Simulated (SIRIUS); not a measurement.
# Ge (Cmmm) in SIRIUS: settings compared

The runs below take Ge through single point, with LDA, PBE, PBEsol, RPBE.

Program: SIRIUS 7.10.0. These are calculated values, not measurements. Logs are shortened: lines on timing, memory, paths and dates and some standing lists are left out, and cuts for length are marked. The log counts tension as positive stress, the text compression.

### 1 The crystal as given

The structure is orthorhombic, space group Cmmm (No. 65). The conventional cell has a = 2.794 Å, b = 5.201 Å, c = 2.698 Å, α = 90.00°, β = 90.00°, γ = 90.00°. Ge (site symmetry mmm) is surrounded by 8 Ge at 2.70 to 2.95 Å.

This isn't the form of Ge at room conditions, which is diamond.

### 2 Single point, LDA

sirius.json

```json
{
  "control": {
    "processing_unit": "cpu",
    "verbosity": 2,
    "num_bands_to_print": 14,
    "print_forces": true,
    "print_stress": true
  },
  "parameters": {
    "electronic_structure_method": "pseudopotential",
    "xc_functionals": ["XC_LDA_X", "XC_LDA_C_PW"],
    "gk_cutoff": 8.9,
    "pw_cutoff": 17.8,
    "ngridk": [9, 9, 8],
    "shiftk": [0, 0, 0],
    "smearing": "fermi_dirac",
    "smearing_width": 0.0018374661,
    "num_bands": 14,
    "num_mag_dims": 0,
    "num_dft_iter": 100,
    "energy_tol": 1e-08,
    "density_tol": 1e-06
  },
  "iterative_solver": {
    "type": "davidson",
    "min_tolerance": 1e-09,
    "tolerance_scale": [0.1, 0.25]
  },
  "mixer": {
    "type": "anderson",
    "beta": 0.7,
    "max_history": 8
  },
  "settings": {
    "tol_ne": 1e-10,
    "pseudo_grid_cutoff": 6.5
  },
  "unit_cell": {
    "lattice_vectors": [
      [2.640228965295, -4.914263022707, 0.0],
      [2.640228965295, 4.914263022707, 0.0],
      [0.0, 0.0, 5.098917610975]
    ],
    "atom_coordinate_units": "lattice",
    "atom_types": ["Ge"],
    "atom_files": {
      "Ge": "Ge.json"
    },
    "atoms": {
      "Ge": [
        [0.5, 0.5, 0.0]
      ]
    }
  }
}
```

Potentials or basis: PseudoDojo 0.4.1 PBE standard (scalar relativistic).

Started as:

```console
$ upf_to_json Ge.upf
$ OMP_NUM_THREADS=1 sirius.scf --input=sirius.json --output=out.json --task=0
```

What it wrote:

```text
[info] SIRIUS version : 7.10.0
[info] number of MPI ranks           : 1
[info] MPI grid                      : 1 1
[info] maximum number of OMP threads : 1
[fft] FFT context for density and potential
[fft] =====================================
[fft]   comm size                             : 1
[fft]   plane wave cutoff                     : 17.8
[fft]   grid size                             : 36 36 32   total : 41472
[fft]   grid limits                           : -17 18   -17 18   -15 16
[fft]   number of G-vectors within the cutoff : 6301
[fft]   local number of G-vectors             : 6301
[fft]   number of G-shells                    : 1787
[fft] FFT context for coarse grid
[fft] =====================================
[fft]   comm size                             : 1
[fft]   plane wave cutoff                     : 17.8
[fft]   grid size                             : 36 36 32   total : 41472
[fft]   grid limits                           : -17 18   -17 18   -15 16
[fft]   number of G-vectors within the cutoff : 6301
[fft]   local number of G-vectors             : 6301
[fft]   number of G-shells                    : 1787
[unit cell] lattice vectors
[unit cell]   a1 :       2.6402289653     -4.9142630227      0.0000000000
[unit cell]   a2 :       2.6402289653      4.9142630227      0.0000000000
[unit cell]   a3 :       0.0000000000      0.0000000000      5.0989176110
[unit cell] reciprocal lattice vectors
[unit cell]   b1 :       1.1898940186     -0.6392805267      0.0000000000
[unit cell]   b2 :       1.1898940186      0.6392805267     -0.0000000000
[unit cell]   b3 :      -0.0000000000      0.0000000000      1.2322586452
[unit cell] unit cell volume :       132.31466415 [a.u.^3]
[unit cell] 1/sqrt(omega)    :         0.08693527
[unit cell] MT volume        :         0.00000000 ( 0.00%)
[unit cell] IT volume        :       132.31466415 (100.00%)
[unit cell] number of atom types : 1
[unit cell] type id : 0 symbol : Ge mt_radius :  15.590000 num_atoms : 1
[unit cell] total number of atoms : 1
[unit cell] number of symmetry classes : 1
[unit cell] number of PAW atoms : 0
[unit cell] atom id  type id  class id             position                      vector_field
[unit cell] ------------------------------------------------------------------------------------------
[unit cell]      0        0        0      0.50000   0.50000   0.00000      0.00000   0.00000   0.00000
[unit cell] atom id         position (Cartesian, a.u.)
[unit cell] ---------------------------------------------
[unit cell]      0       2.640229    0.000000    0.000000
[unit cell] class id : 0 atom id : 0
[unit cell] minimum bond length:     5.098918
[unit cell] total number of pseudo wave-functions: 9
[sym] space group number   : 65
[sym] international symbol : Cmmm
[sym] Hall symbol          : -C 2 2
[sym] space group transformation matrix :
[sym]   0.5000  0.5000  0.0000
[sym]  -0.5000  0.5000  0.0000
[sym]   0.0000  0.0000  1.0000
[sym] space group origin shift :
[sym]  -0.0000  0.0000  0.0000
[sym] number of space group operations  : 8
[sym] number of magnetic group operations : 8
[sym] metric tensor error: 0.0000e+00
[sym] rotation matrix error: 5.5511e-16
[sym] symmetry operations
[... list of symmetry operations ...]
[atom type] label          : Ge
[atom type] --------------------------------------------------------------------------------
[atom type] symbol         : Ge
[atom type] name           :
[atom type] zn             : 14
[atom type] mass           : 0
[... 172 lines left out ...]
[diagonalize] average number of iterations: 2.176
[find] Total energy                   :     -88.98298943 (Ha),    -177.96597886 (Ry)
[find] Free energy (E-TS)             :     -88.98319182 (Ha),    -177.96638364 (Ry)
[find] band gap (eV)                  :       0.00000000
[find] Efermi                         :       0.41083564
[find] iteration : 3, RMS : 2.650926449114e-05, energy difference : -7.433410729618e-06
[find] Hartree energy of density residual : 1.802558641024e-09
[find] | SCF iteration   4 out of 100|
[diagonalize] iterative solver tolerance (occupied, empty): 2.65093e-06 2.65093e-06
[... 29 lines left out ...]
[find] Free energy (E-TS)             :     -88.98319294 (Ha),    -177.96638589 (Ry)
[find] band gap (eV)                  :       0.00000000
[find] Efermi                         :       0.41086058
[find] iteration : 7, RMS : 3.200017856921e-07, energy difference : -2.937838416983e-09
[find] Hartree energy of density residual : 2.212163383988e-12
[find] | SCF iteration   8 out of 100|
[diagonalize] iterative solver tolerance (occupied, empty): 1.03552e-08 1.03552e-08
[diagonalize] average number of iterations: 2.624
[find] Total energy                   :     -88.98299053 (Ha),    -177.96598107 (Ry)
[find] Free energy (E-TS)             :     -88.98319294 (Ha),    -177.96638589 (Ry)
[find] band gap (eV)                  :       0.00000000
[find] Efermi                         :       0.41086076
[find] iteration : 8, RMS : 4.307838843300e-08, energy difference : -2.454925152051e-10
[find] Hartree energy of density residual : 1.349553158241e-14
[find] bands are converged : true
[find] iterative solver converged : false
[find] +------------------------------+
[find] | SCF iteration   9 out of 100|
[find] +------------------------------+
[diagonalize] iterative solver tolerance (occupied, empty): 2.5888e-09 2.5888e-09
[diagonalize] average number of iterations: 2.296
[diagonalize] Lowest band energies
[diagonalize] ik:    0   -0.487012   -0.483510   -0.481568   -0.478435   -0.477925   -0.065789    0.649711    0.665350    0.719671    0.786958    0.869808    0.953227    0.962309    0.988987
[diagonalize] ik:    1   -0.486686   -0.483040   -0.481605   -0.478512   -0.478145   -0.054838    0.616548    0.650814    0.660199    0.804891    0.849002    0.929725    1.020239    1.145142
[diagonalize] ik:    2   -0.486014   -0.482521   -0.480891   -0.478901   -0.478506   -0.022084    0.482584    0.595353    0.690520    0.760987    0.854185    1.028659    1.142991    1.243403
[diagonalize] ik:    3   -0.485593   -0.482479   -0.479562   -0.479215   -0.478693    0.031535    0.348802    0.556163    0.714081    0.735819    0.904462    1.122430    1.132778    1.205431
[diagonalize] ik:    4   -0.485559   -0.482321   -0.480010   -0.478797   -0.478024    0.098301    0.240189    0.535538    0.690739    0.779299    0.975030    1.040177    1.063537    1.329912
[diagonalize] ...
[diagonalize] ik:  120   -0.483080   -0.481904   -0.481674   -0.479445   -0.476052    0.246558    0.343236    0.377801    0.509891    0.577491    0.706637    1.147410    1.270071    1.299312
[diagonalize] ik:  121   -0.483318   -0.483171   -0.481123   -0.478825   -0.476289    0.193892    0.307371    0.395682    0.585524    0.633759    0.831004    1.000659    1.129457    1.314906
[diagonalize] ik:  122   -0.483865   -0.482927   -0.480775   -0.478848   -0.476827    0.156442    0.278314    0.440850    0.623409    0.721869    0.920985    0.980134    0.984794    1.348456
[diagonalize] ik:  123   -0.483425   -0.483414   -0.481186   -0.478421   -0.475994    0.239052    0.331357    0.331999    0.542805    0.623831    0.820598    0.994364    1.119988    1.433821
[diagonalize] ik:  124   -0.484105   -0.483465   -0.480873   -0.478146   -0.476070    0.215276    0.318055    0.343226    0.546502    0.703047    0.905194    0.962275    0.964047    1.497991
[find] Charges and magnetic moments
[find] --------------------------------------------------------------------------------
[find] total charge          : 14.000000
[find] Energy
[find] --------------------------------------------------------------------------------
[find] valence_eval_sum               :      -3.95449329
[find] <rho|V^{XC}>                   :     -14.42256190
[find] <rho|E^{XC}>                   :     -21.43894485
[find] <mag|B^{XC}>                   :       0.00000000
[find] <rho|V^{H}>                    :      46.05134116
[find] one-electron contribution      :     -35.58327255 (Ha),     -71.16654510 (Ry)
[find] hartree contribution           :      23.02567058
[find] xc contribution                :     -21.43894485
[find] ewald contribution             :     -54.98644470
[find] PAW contribution               :       0.00000000
[find] smearing (-TS)                 :      -0.00020241
[find] SCF correction                 :       0.00000099
[find] Total energy                   :     -88.98299053 (Ha),    -177.96598107 (Ry)
[find] Free energy (E-TS)             :     -88.98319294 (Ha),    -177.96638589 (Ry)
[find] band gap (eV)                  :       0.00000000
[find] Efermi                         :       0.41086076
[find] iteration : 9, RMS : 2.087542927934e-08, energy difference : 6.467359980888e-11
[find] Hartree energy of density residual : 2.807901317313e-14
[find] bands are converged : true
[find] iterative solver converged : true
[find] converged after 10 SCF iterations!
[find] Charges and magnetic moments
[find] --------------------------------------------------------------------------------
[find] total charge          : 14.000000
[find] Energy
[find] --------------------------------------------------------------------------------
[find] valence_eval_sum               :      -3.95449329
[find] <rho|V^{XC}>                   :     -14.42256190
[find] <rho|E^{XC}>                   :     -21.43894485
[find] <mag|B^{XC}>                   :       0.00000000
[find] <rho|V^{H}>                    :      46.05134116
[find] one-electron contribution      :     -35.58327255 (Ha),     -71.16654510 (Ry)
[find] hartree contribution           :      23.02567058
[find] xc contribution                :     -21.43894485
[find] ewald contribution             :     -54.98644470
[find] PAW contribution               :       0.00000000
[find] smearing (-TS)                 :      -0.00020241
[find] SCF correction                 :       0.00000099
[find] Total energy                   :     -88.98299053 (Ha),    -177.96598107 (Ry)
[find] Free energy (E-TS)             :     -88.98319294 (Ha),    -177.96638589 (Ry)
[find] band gap (eV)                  :       0.00000000
[find] Efermi                         :       0.41086076
[ground_state] === stress tensor components [kbar] ===
[ground_state] === stress_kin ===
[ground_state] -98594.130731   -0.000000    0.000000
[ground_state]    -0.000000-98633.094538    0.000000
[ground_state]     0.000000    0.000000-98600.557930
[ground_state] === stress_har ===
[ground_state] -18441.364610   -0.000000    0.000000
[ground_state]    -0.000000-16011.911692    0.000000
[ground_state]     0.000000    0.000000-16745.775024
[ground_state] === stress_ewald ===
[ground_state] 38660.999029    0.000000    0.000000
[ground_state]     0.00000042591.133188    0.000000
[ground_state]     0.000000    0.00000041013.744684
[ground_state] === stress_vloc ===
[ground_state] -9348.398194   -0.000000    0.000000
[ground_state]    -0.000000-15705.352108    0.000000
[ground_state]     0.000000    0.000000-13361.289539
[ground_state] === stress_xc ===
[ground_state] -15601.376282   -0.000000    0.000000
[ground_state]    -0.000000-15601.376282    0.000000
[ground_state]     0.000000    0.000000-15601.376282
[ground_state] === stress_core ===
[ground_state] 26530.848193    0.000000    0.000000
[ground_state]     0.00000026531.085404    0.000000
[ground_state]     0.000000    0.00000026529.704532
[ground_state] === stress_nonloc ===
[ground_state] 76860.009193    0.000000    0.000000
[ground_state]     0.00000076888.401420    0.000000
[ground_state]     0.000000    0.00000076824.168319
[ground_state] === stress_us_nl ===
[ground_state] 76860.009193    0.000000    0.000000
[ground_state]     0.00000076888.401420    0.000000
[ground_state]     0.000000    0.00000076824.168319
[ground_state] === stress_total ===
[ground_state]    66.586599   -0.000000    0.000000
[ground_state]    -0.000000   58.885392    0.000000
[ground_state]     0.000000    0.000000   58.618758
[ground_state] ==== total Forces in Ha/bohr =====
[ground_state] atom:    0, force:       0.0000000      0.0000000      0.0000000
[... 8 lines left out ...]
[ground_state] ==== Ewald forces from ions =====
[ground_state] atom:    0, force:       0.0000000      0.0000000      0.0000000
[~DFT_ground_state] local op. applied: 41017
[~DFT_ground_state] evp. work count: 11670.4
[~DFT_ground_state] number of iterative solver steps: 3825
```

Wall time 35 s (1 thread of Arm Neoverse V2, shared host); peak memory 0.41 GiB.

What came out:

| Quantity | Value |
| --- | --- |
| Free energy | -2421.3560 eV |
| Pressure | -6.1 GPa |
| Band gap on the k mesh | none (metal or under the smearing width) |

Stress tensor (GPa, compression positive):
```
-6.66  0.00  0.00
 0.00 -5.89  0.00
 0.00  0.00 -5.86
```

Caveat: the potentials were made for another functional, which shifts forces and pressure.

### 3 Single point, PBE

sirius.json, as its differences from that of step 2:

```diff
@@ -10,3 +10,3 @@
     "electronic_structure_method": "pseudopotential",
-    "xc_functionals": ["XC_LDA_X", "XC_LDA_C_PW"],
+    "xc_functionals": ["XC_GGA_X_PBE", "XC_GGA_C_PBE"],
     "gk_cutoff": 8.9,
```

Potentials or basis: PseudoDojo 0.4.1 PBE standard (scalar relativistic).

Started as:

```console
$ upf_to_json Ge.upf
$ OMP_NUM_THREADS=1 sirius.scf --input=sirius.json --output=out.json --task=0
```

Wall time 35 s (1 thread of Arm Neoverse V2, shared host); peak memory 0.41 GiB.

The run converged. Its results:

```yaml
Free_energy: -2430.2820 eV
Pressure: -0.6 GPa
Band_gap_on_the_k_mesh: none (metal or under the smearing width)
```

Stress tensor (GPa, compression positive):
```
-1.00  0.00  0.00
 0.00 -0.43  0.00
 0.00  0.00 -0.29
```

### 4 Single point, PBEsol

sirius.json, as its differences from that of step 3:

```diff
@@ -10,3 +10,3 @@
     "electronic_structure_method": "pseudopotential",
-    "xc_functionals": ["XC_GGA_X_PBE", "XC_GGA_C_PBE"],
+    "xc_functionals": ["XC_GGA_X_PBE_SOL", "XC_GGA_C_PBE_SOL"],
     "gk_cutoff": 8.9,
```

Potentials or basis: PseudoDojo 0.4.1 PBE standard (scalar relativistic).

Started as:

```console
$ upf_to_json Ge.upf
$ OMP_NUM_THREADS=1 sirius.scf --input=sirius.json --output=out.json --task=0
```

What it wrote:

```text
[info] SIRIUS version : 7.10.0
[info] number of MPI ranks           : 1
[info] MPI grid                      : 1 1
[info] maximum number of OMP threads : 1
[fft] FFT context for density and potential
[fft] =====================================
[fft]   comm size                             : 1
[fft]   plane wave cutoff                     : 17.8
[fft]   grid size                             : 36 36 32   total : 41472
[fft]   grid limits                           : -17 18   -17 18   -15 16
[fft]   number of G-vectors within the cutoff : 6301
[fft]   local number of G-vectors             : 6301
[fft]   number of G-shells                    : 1787
[fft] FFT context for coarse grid
[fft] =====================================
[fft]   comm size                             : 1
[fft]   plane wave cutoff                     : 17.8
[fft]   grid size                             : 36 36 32   total : 41472
[fft]   grid limits                           : -17 18   -17 18   -15 16
[fft]   number of G-vectors within the cutoff : 6301
[fft]   local number of G-vectors             : 6301
[fft]   number of G-shells                    : 1787
[... 345 lines left out ...]
[ground_state] === stress_ewald ===
[ground_state] 38660.999029    0.000000    0.000000
[ground_state]     0.00000042591.133188    0.000000
[ground_state]     0.000000    0.00000041013.744684
[ground_state] === stress_vloc ===
[ground_state] -9540.728537   -0.000000    0.000000
[ground_state]    -0.000000-15864.522855    0.000000
[ground_state]     0.000000    0.000000-13529.277143
[ground_state] === stress_xc ===
[ground_state] -15537.350790   -0.000000    0.000000
[ground_state]    -0.000000-15535.641639    0.000000
[ground_state]     0.000000    0.000000-15538.720089
[ground_state] === stress_core ===
[ground_state] 26750.266463    0.000000    0.000000
[ground_state]     0.00000026750.935293    0.000000
[ground_state]     0.000000    0.00000026748.837479
[ground_state] === stress_nonloc ===
[ground_state] 77286.547834    0.000000    0.000000
[ground_state]     0.00000077312.530754    0.000000
[ground_state]     0.000000    0.00000077246.342481
[ground_state] === stress_us_nl ===
[ground_state] 77286.547834    0.000000    0.000000
[ground_state]     0.00000077312.530754    0.000000
[ground_state]     0.000000    0.00000077246.342481
[ground_state] === stress_total ===
[ground_state]    44.602269   -0.000000    0.000000
[ground_state]    -0.000000   37.622961    0.000000
[ground_state]     0.000000    0.000000   37.150519
[ground_state] ==== total Forces in Ha/bohr =====
[ground_state] atom:    0, force:       0.0000000      0.0000000      0.0000000
[... 8 lines left out ...]
[ground_state] ==== Ewald forces from ions =====
[ground_state] atom:    0, force:       0.0000000      0.0000000      0.0000000
[~DFT_ground_state] local op. applied: 41373
[~DFT_ground_state] evp. work count: 11949.7
[~DFT_ground_state] number of iterative solver steps: 3874
```

Wall time 35 s (1 thread of Arm Neoverse V2, shared host); peak memory 0.41 GiB.

What came out:

- Free energy: -2424.3180 eV
- Pressure: -4.0 GPa
- Band gap on the k mesh: none (metal or under the smearing width)

Caveat: the potentials were made for another functional, which shifts forces and pressure.

### 5 Single point, RPBE

sirius.json, as its differences from that of step 4:

```diff
@@ -10,3 +10,3 @@
     "electronic_structure_method": "pseudopotential",
-    "xc_functionals": ["XC_GGA_X_PBE_SOL", "XC_GGA_C_PBE_SOL"],
+    "xc_functionals": ["XC_GGA_X_RPBE", "XC_GGA_C_PBE"],
     "gk_cutoff": 8.9,
```

Started as:

```console
$ upf_to_json Ge.upf
$ OMP_NUM_THREADS=1 sirius.scf --input=sirius.json --output=out.json --task=0
```

It took 36 s on 1 thread of Arm Neoverse V2, shared host; peak memory 0.41 GiB.

The run converged. Its results:

```
Free energy            : -2431.9479 eV
Pressure               : 1.4 GPa
Band gap on the k mesh : none (metal or under the smearing width)
```

Stress tensor (GPa, compression positive):
```
0.88 0.00 0.00
0.00 1.51 0.00
0.00 0.00 1.68
```

Caveat: the potentials were made for another functional, which shifts forces and pressure.

### 6 The runs side by side

| level | gap on the mesh (eV) | pressure (GPa) |
| --- | --- | --- |
| LDA | none | -6.1 |
| PBE | none | -0.6 |
| PBEsol | none | -4.0 |
| RPBE | none | 1.4 |

Alike in all rows: task single point; potentials or basis PseudoDojo 0.4.1 PBE standard (scalar relativistic); no spin polarisation; cell as given; k mesh 9 × 9 × 8; cutoff (eV) 1078; smearing fermi-dirac 0.05 eV.

Every run on the cell as given and a fine mesh finds a metal. The pressure there spans -6.1 GPa (LDA) to 1.4 GPa (RPBE); a positive pressure means that this level wants a larger cell, a negative one a smaller.

Caveats: the potentials were made for another functional, which shifts forces and pressure (some runs).

Total energies depend on the potentials used, so only differences within one code and one set of settings carry meaning.
